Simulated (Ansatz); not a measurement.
The crystal is Al2O3 (Corundum).

```
Al O
1.0
     2.38025    1.37424    4.33187
    -2.38025    1.37424    4.33187
     0.00000   -2.74848    4.33187
Al O
4 6
Direct
  0.35216 0.35216 0.35216
  0.14784 0.14784 0.14784
  0.64784 0.64784 0.64784
  0.85216 0.85216 0.85216
  0.55668 0.94332 0.25000
  0.25000 0.55668 0.94332
  0.94332 0.25000 0.55668
  0.44332 0.05668 0.75000
  0.75000 0.44332 0.05668
  0.05668 0.75000 0.44332
```

The cell and positions come from the Crystallography Open Database and are kept as given unless a step says otherwise. PAW set soft_2, made with PBE.

Gaps computed with Ansatz 0.2.0 without a self-energy: LDA 6.16 eV, PBE 6.22 eV, r2SCAN 7.11 eV and PBE0 8.83 eV. The mean ε∞ by PBE perturbation theory is 3.24.

**Question.** What gap should G0W0 on PBE give (4×4×4 mesh, 466 empty bands, screening to 180 eV, default PAW files)?

About 8.97 eV: on its mesh the run moves the gap from 6.22 eV by +2.75 eV. Among the scalar-relativistic levels given, PBE0 is nearest (−0.14 eV). One-shot corrections scale roughly with one over ε∞, here 0.31. Bands and cutoff are finite, so the gap is not at the basis limit. The miss can reach some tenths of an eV and take either sign; the mesh is an error of its own.

[Paths, hosts, dates, memory and timing lines, banners, echoed tables and standing remarks are left out of the program output.]

[Logs are printed without paths, hosts, clocks, repeated set-up lines and the standing remarks that a program may print on its own settings, such as how far it seeks lower states.]

[Runs of the session that timed out or met a known fault of the program may be left out.]

[Cells called generated may have been cut or substituted from an entry of the Crystallography Open Database or the Materials Project.]

[Hosts, paths, dates, database ids (printed as entryN), source tags and the programs' standing remarks are cut or masked in the printed files.]
